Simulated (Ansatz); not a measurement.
# Na (Im-3m) in Ansatz: settings compared

One crystal, Na, is run at these levels: revPBE, BLYP, r2SCAN; tasks: relaxation of cell and atoms.

Everything below comes from runs of Ansatz 0.2.0. Logs are shortened: lines on timing, memory, paths and dates and some standing lists are left out, and cuts for length are marked.

## (1) Starting point

The structure is cubic, space group Im-3m (No. 229). The conventional cell has a = 4.282 Å, b = 4.282 Å, c = 4.282 Å, α = 90.00°, β = 90.00°, γ = 90.00°. Around Na (site symmetry m-3m) lie 8 Na at 3.71 Å.

## (2) Relaxation of cell and atoms, revPBE

File input.yaml:

```yaml
crystal:
  lattice:
    - [-2.141, 2.141, 2.141]
    - [2.141, -2.141, 2.141]
    - [2.141, 2.141, -2.141]
  atoms:
    - { symbol: Na, position: [0.0, 0.0, 0.0] }
hamiltonian:
  xc: revpbe
  pseudopotentials: { kind: paw }
kpoints:
  mp_grid: { grid: [9, 9, 9] }
scf:
  occupations: { method: fermi_dirac, width: 0.05 }
output:
  forces: true
  stress: true
  eigenvalues: true
relax:
  f_tol: 0.01
  max_steps: 40
  cell: { stress_tol: 0.05 }
```

Potentials or basis: Ansatz PAW.

Run with:

```
$ ansatz run input.yaml --threads 2 --pin off --max-ram 5632MiB --backend cpu --events-out ev --progress --plain --runs-dir out
```

What it wrote:

```text
Warning: RAYON_NUM_THREADS=2 ignored (pool sized by the plan → 2); use --threads N
Engine: ansatz 0.2.0, aarch64-unknown-linux-gnu
Pseudopotentials: kind: paw
Pseudopotential: Na, paw, valence charge 9, recommended cutoff 420 eV (normal), Na.paw.azcp
Functional definition: revPBE
  parameter kappa = 1.245
  parameter beta = 0.06672455060314922
  exchange = pbe_x(kappa = kappa, mu = beta*pi^2/3)
  correlation = pbe_c(beta = beta)
Crystal: 1 atoms, lattice volume = 39.256 Å³
Basis set: ecut = 420 eV, 767 PW (Γ), exchange–correlation on 50×50×50 points (8 copies of the dense FFT grid, shifted against one another)
Bands: 9, of which v1, the nominal top of the filled ones, is band 5 counted from 1 (4 counted from 0)
Symmetry: 48 space group operations
Space group: Im-3m (ITA 229), of the structure as read, at distance tolerance 3.4e-5 Å
k-points: 35 of 729
Non-local potential: Na, projectors of the file, l = 0: 3, l = 1: 2, l = 2: 1
PAW form: soft (Blöchl's): semilocal exchange-correlation on the pseudo side does not see the compensation charge
PAW frozen core: Na, regenerated for the run's functional, and the local potential with it (the file was generated under x = pbe(κ = 0.804, μ = 0.2195149727645171), c = pbe(β = 0.06672455060314922))
PAW one-centre angular grid: Na, 110 points (default); XC on 64 Gauss nodes
Initial density: superposition of atomic densities (neutral atoms: chi_scale 0, normalization atom), corrected by the library's trained network
Initial wavefunctions: pseudopotential atomic-orbital guess
Functional: x = revpbe(κ = 1.245, μ = 0.2195149727645171), c = pbe(β = 0.06672455060314922)
SCF iter   1: F=—  HF=-1488.382723 eV  |F-HF|=—  |Δ(HF+E_count)|=         —  Δρ=2.16e-3  dr2=8.55e-4  ethr=1.77e-3  ⟨swp⟩=5.1  Hψ=2033  notcnv=0
preconditioner: auto → none  [insulator: Δε(μ)=0.190 eV  Ē_g=7.602 eV  σ=0.050 eV  W_gap=0.74  n_scr=12 (ndim 8)  ℏωp=5.9 eV  f_vac=0.000  D(μ)=0.38/eV (n_scr^D=0)  ε∞_Penn≈1.6]
SCF iter   2: F=—  HF=-1488.382279 eV  |F-HF|=—  |Δ(HF+E_count)|=   4.44e-4  Δρ=3.47e-4  dr2=4.28e-5  ethr=9.49e-6  ⟨swp⟩=2.0  Hψ=764  notcnv=0
SCF iter   3: F=—  HF=-1488.382340 eV  |F-HF|=—  |Δ(HF+E_count)|=   6.07e-5  Δρ=1.58e-4  dr2=8.70e-6  ethr=4.75e-7  ⟨swp⟩=1.1  Hψ=312  notcnv=0
iter 4 did not close the SCF: its close was put off for the readings that it lacked (scf_convergence_deferred on its scf_iter line)
SCF iter   4: F=-1488.382353 eV  HF=-1488.382353 eV  |F-HF|=2.13e-9  |Δ(HF+E_count)|=   1.30e-5  Δρ=3.70e-6  dr2=1.50e-9  ethr=9.67e-8  ⟨swp⟩=1.8  Hψ=343  notcnv=0
iter 5 did not close the SCF: its close was put off for the readings that it lacked (scf_convergence_deferred on its scf_iter line)
SCF iter   5: F=-1488.382353 eV  HF=-1488.382353 eV  |F-HF|=3.34e-11  |Δ(HF+E_count)|=   1.82e-8  Δρ=1.20e-6  dr2=8.53e-11  ethr=1.66e-11  ⟨swp⟩=2.1  Hψ=463  notcnv=0
SCF iter   6: F=-1488.382353 eV  HF=-1488.382353 eV  |F-HF|=4.55e-13  |Δ(HF+E_count)|=  5.14e-11  Δρ=9.66e-8  dr2=1.15e-12  ethr=1.00e-12  ⟨swp⟩=1.6  Hψ=1013  notcnv=0
SCF 1 converged in 6 iterations: F = -1488.382353 eV  dr2 = 1.15e-12
relax step   1: F+E_penalty+E_count = -1488.38235304 eV  Δ(F+E_penalty+E_count) = +0.000e0 eV  max|allowed force component| = 0.000e0 eV/Å  Δτ_max = 0.0000 Å  P = -0.001 GPa  Ω = 39.256 Å³  (6 SCF iters, dr2 threshold 1.00e-7 eV, accepted)
Initial density: handed on by an earlier stage of this run
Initial wavefunctions: pseudopotential atomic-orbital guess (no wavefunctions were taken with the density)
iter 1 solved again at ethr=3.89e-8 eV; its pass at ethr=3.10e-3 eV (dr2=3.50e-6 eV) is discarded
SCF iter   1: F=—  HF=-1488.382349 eV  |F-HF|=—  |Δ(HF+E_count)|=         —  Δρ=2.32e-7  dr2=8.55e-12  ethr=3.89e-8  ⟨swp⟩=3.5  Hψ=2968  notcnv=0
eigensolver tolerance schedule: the retry pair's looser diagonalisation over-reported the residual by 410013.93 of it (diagonalisation noise at an unbounded share of the residual, at the tolerance the schedule requests for it); recorded, not acted on — ethr = c·dr2/N_el stays at c = 1.0e-1
SCF iter   2: F=—  HF=-1488.382353 eV  |F-HF|=—  |Δ(HF+E_count)|=   4.32e-6  Δρ=1.22e-7  dr2=2.17e-12  ethr=1.00e-12  ⟨swp⟩=7.9  Hψ=1647  notcnv=0
SCF iter   3: F=-1488.382353 eV  HF=-1488.382353 eV  |F-HF|=2.27e-13  |Δ(HF+E_count)|=  1.36e-12  Δρ=5.72e-8  dr2=4.27e-13  ethr=1.00e-12  ⟨swp⟩=3.0  Hψ=1080  notcnv=0
SCF 2 converged in 3 iterations: F = -1488.382353 eV  dr2 = 4.27e-13
relax step   2: F+E_penalty+E_count = -1488.38235304 eV  Δ(F+E_penalty+E_count) = +2.274e-13 eV  max|allowed force component| = 0.000e0 eV/Å  Δτ_max = 0.0000 Å  P = -0.001 GPa  Ω = 39.256 Å³  stress off target by 1.47e-3 GPa  SCF on the basis re-selected at this cell (its energy is not comparable with the rows above)  (3 SCF iters)
basis re-selected at this cell: Δ(F+E_penalty+E_count) = +2.274e-13 eV, ΔP = -0.000 GPa vs the last step (what re-selecting the basis moved, of the pressure what is left beyond the Pulay correction that the steps carried, after the strain that the cell walked since its last selection, with what the two solves' SCF thresholds leave and, on support functions, any second-order correction that the steps lacked; it is no measure of the basis error at this ecutwfc). This SCF's stress stands 1.47e-3 GPa from its target on what of the cell is left free (relax.cell.stress_tol is 5.00e-2 GPa) and its largest allowed force component is 0.00e0 eV/Å (relax.f_tol is 1.00e-2 eV/Å): within both
SCF converged after 3 iterations
Free energy (F): -1488.382353 eV
Harris-Foulkes:  -1488.382353 eV  (|F-HF|=2.27e-13)
Internal energy: -1488.379036 eV  (E = F + TS)
E sigma→0 (E₀):  -1488.380694 eV
Entropy (-TS):   -0.003317 eV (-3.317 meV/atom)
Fermi energy:    1.592692 eV
--- Per-component energies (eV) ---
  E_band       = -242.811205
  E_kinetic    = 120.103116
  E_local      = -1459.582826  (includes V_loc(G=0)·N_el)
  E_nonlocal   = 114.869849
  E_hartree    = 535.252623
  E_xc         = -38.575057
  E_vxc        = -49.269050  (∫ρ·V_xc dr)
  E_paw        = -264.784412  (= ΣΔE_a)
  E_vpaw       = -39.437478  (= ΣTr[D̂ρ^β])
  E_aug_tail   = -0.000038  (compensation charges beyond the density's cutoff)
  E_ewald      = -495.644254
  E_core_change = -0.018036  (= ΣΔE_core)
  E_smearing   = -0.003317  (= −TS)
  E_closure    = 0.000000  (closes the sum)
  Σ components = -1488.382353   (vs F -1488.382353, Δ=0.00e0)
--- Forces (eV/Å), atoms counted from 1 ---
  atom   1  Na    -0.00000000     0.00000000     0.00000000
  max |Σ_I F_I| component: 8.02e-30 eV/Å
--- Stress (GPa, compression-positive) ---
       -0.001471       0.000000      -0.000000
        0.000000      -0.001471      -0.000000
       -0.000000      -0.000000      -0.001471
  P = ⅓ Tr σ = -0.0015 GPa (-0.015 kbar)
--- Band table (eV; the first three rows and the last of 35) ---
  k-point 0: bands = ["-51.5517", "-23.3333", "-23.3333", "-23.3333", "-1.5451", "13.0077", "13.0077", "13.0077", "13.9206"]
  k-point 1: bands = ["-51.5515", "-23.3367", "-23.3345", "-23.3333", "-1.3369", "10.7991", "11.9569", "12.3131", "12.7337"]
  k-point 2: bands = ["-51.5511", "-23.3452", "-23.3374", "-23.3333", "-0.7170", "8.0612", "10.8049", "11.4252", "11.6548"]
  k-point 34: bands = ["-51.5491", "-23.3540", "-23.3535", "-23.3535", "4.7184", "6.0853", "6.4158", "6.4158", "7.3496"]
--- Relaxed structure (1 steps of the walk, 1 accepted, 1 SCFs on fresh bases) ---
  F+E_penalty+E_count = -1488.38235304 eV   max|allowed force component| = 0.000e0 eV/Å   (the final SCF, on the basis selected at the relaxed cell)
  cell:  # Å, volume = 39.2564 Å³
    - [-2.141, 2.141, 2.141]
    - [2.141, -2.141, 2.141]
    - [2.141, 2.141, -2.141]
  atoms:
    - { symbol: Na, position: [0.0, 0.0, 0.0] }
```

Run time: 1.8 s. Hardware: 2 threads of Arm Neoverse N1, shared host; peak memory 0.26 GiB.

What came out:

* Free energy: -1488.3824 eV
* Energy gained by relaxing: 0.0 meV/atom
* Ionic steps: 2
* Pressure after relaxing: 0.0 GPa
* Band gap on the k mesh: none (metal or under the smearing width)

Final structure:
```xyz
1
Lattice="-2.1410 2.1410 2.1410 2.1410 -2.1410 2.1410 2.1410 2.1410 -2.1410" Properties=species:S:1:pos:R:3 pbc="T T T"
Na    0.0000    0.0000    0.0000
```

Levels at points of the mesh, in eV from the Fermi level:
```
           k point  band 2  band 3  band 4  band 5  band 6  band 7
(0.00, 0.00, 0.00)  -24.93  -24.93  -24.93   -3.14   11.41   11.41
```

Caveat: the plane-wave basis is chosen anew once the cell has moved, so the energies of steps on either side of that aren't comparable; the PAW data sets come from PBE, with cores solved anew for the run's functional, which leaves a small shift of forces and pressure.

## (3) Relaxation of cell and atoms, BLYP

Changes to input.yaml since step 2:

```diff
@@ -8,3 +8,3 @@
 hamiltonian:
-  xc: revpbe
+  xc: blyp
   pseudopotentials: { kind: paw }
@@ -18,2 +18,6 @@
   eigenvalues: true
+  write_density: true
+  write_potential: true
+  elf: true
+  volumetric_format: npy
 relax:
```

Potentials or basis: Ansatz PAW.

Run with:

```
$ ansatz run input.yaml --threads 2 --pin off --max-ram 5632MiB --backend cpu --events-out ev --progress --plain --runs-dir out
```

Wall time 3.4 s (2 threads of Arm Neoverse N1, shared host); peak memory 0.27 GiB.

It converged, with:

| Quantity | Value |
| --- | --- |
| Free energy | -1489.3664 eV |
| Relaxed volume | 37.00 Å³/atom |
| Relaxed cell | a = 3.636 Å, b = 3.636 Å, c = 3.636 Å, α = 109.47°, β = 109.47°, γ = 109.47° |
| Space group after relaxing (to 0.05 Å) | Im-3m (No. 229) |
| Energy gained by relaxing | 2.4 meV/atom |
| Ionic steps | 4 |
| Pressure after relaxing | 0.0 GPa |
| Band gap on the k mesh | none (metal or under the smearing width) |

The path:
```tsv
step	energy change (eV)	largest force (eV/Å)	volume (Å³)
1	0.0000	0.0000	39.26
2	-0.0007	0.0000	38.91
3	-0.0025	0.0000	37.00
4	-0.0024	0.0000	37.00
```

Final structure:
```cif
data_structure
_symmetry_space_group_name_H-M 'P 1'
_symmetry_Int_Tables_number 1
_cell_length_a 3.6358
_cell_length_b 3.6358
_cell_length_c 3.6358
_cell_angle_alpha 109.471
_cell_angle_beta 109.471
_cell_angle_gamma 109.471
_cell_volume 37.00
loop_
_atom_site_label
_atom_site_type_symbol
_atom_site_fract_x
_atom_site_fract_y
_atom_site_fract_z
_atom_site_occupancy
Na1 Na 0.00000 0.00000 0.00000 1
```

Levels at points of the mesh, in eV from the Fermi level:
| k point | band 1 | band 2 | band 3 | band 4 | band 5 | band 6 | band 7 | band 8 | band 9 |
| --- | --- | --- | --- | --- | --- | --- | --- | --- | --- |
| (0.00, 0.00, 0.00) | -53.23 | -25.31 | -25.31 | -25.31 | -3.28 | 11.69 | 11.69 | 11.69 | 12.80 |

Caveat: the plane-wave basis is chosen anew once the cell has moved, so the energies of steps on either side of that aren't comparable; the PAW data sets come from PBE, with cores solved anew for the run's functional, which leaves a small shift of forces and pressure.

## (4) Relaxation of cell and atoms, r2SCAN

Changes to input.yaml since step 3:

```diff
@@ -8,3 +8,3 @@
 hamiltonian:
-  xc: blyp
+  xc: r2scan
   pseudopotentials: { kind: paw }
@@ -18,6 +18,2 @@
   eigenvalues: true
-  write_density: true
-  write_potential: true
-  elf: true
-  volumetric_format: npy
 relax:
```

Run with:

```
$ ansatz run input.yaml --threads 2 --pin off --max-ram 5632MiB --backend cpu --events-out ev --progress --plain --runs-dir out
```

Run time: 8.6 s. Hardware: 2 threads of Arm Neoverse N1, shared host; peak memory 0.39 GiB.

It converged, with:

```
Free energy                            : -1488.6213 eV
Relaxed volume                         : 37.54 Å³/atom
Relaxed cell                           : a = 3.654 Å, b = 3.654 Å, c = 3.654 Å, α = 109.47°, β = 109.47°, γ = 109.47°
Space group after relaxing (to 0.05 Å) : Im-3m (No. 229)
Energy gained by relaxing              : 1.6 meV/atom
Ionic steps                            : 4
Pressure after relaxing                : 0.0 GPa
Band gap on the k mesh                 : none (metal or under the smearing width)
```

Step by step:
| step | energy change (eV) | largest force (eV/Å) | volume (Å³) |
| --- | --- | --- | --- |
| 1 | 0.0000 | 0.0000 | 39.26 |
| 2 | -0.0005 | 0.0000 | 38.97 |
| 3 | -0.0017 | 0.0000 | 37.54 |
| 4 | -0.0016 | 0.0000 | 37.54 |

Final structure:
```
Na
1.0
    -2.10942    2.10942    2.10942
     2.10942   -2.10942    2.10942
     2.10942    2.10942   -2.10942
Na
1
Direct
  0.00000 0.00000 0.00000
```

Levels at points of the mesh, in eV from the Fermi level:
```
           k point  band 1  band 2  band 3  band 4  band 5  band 6  band 7  band 8
(0.00, 0.00, 0.00)  -55.51  -25.90  -25.90  -25.90   -3.45   12.55   12.55   12.55
```

Caveat: the plane-wave basis is chosen anew once the cell has moved, so the energies of steps on either side of that aren't comparable; the PAW data sets come from PBE, with cores solved anew for the run's functional, which leaves a small shift of forces and pressure.

## (5) Summary

| level | cutoff (eV) | gap on the mesh (eV) | pressure (GPa) | relaxed volume (Å³/atom) |
| --- | --- | --- | --- | --- |
| revPBE | 420 | none | 0.0 | 39.26 |
| BLYP | 420 | none | 0.0 | 37.00 |
| r2SCAN | 500 | none | 0.0 | 37.54 |

Alike in all rows: task relaxation of cell and atoms; potentials or basis Ansatz PAW; no spin polarisation; cell relaxed; k mesh 9 × 9 × 9; smearing fermi-dirac 0.05 eV.

Caveats: the plane-wave basis is chosen anew once the cell has moved, so the energies of steps on either side of that aren't comparable; the PAW data sets come from PBE, with cores solved anew for the run's functional, which leaves a small shift of forces and pressure.

Absolute energies hang on the potentials; compare differences alone.
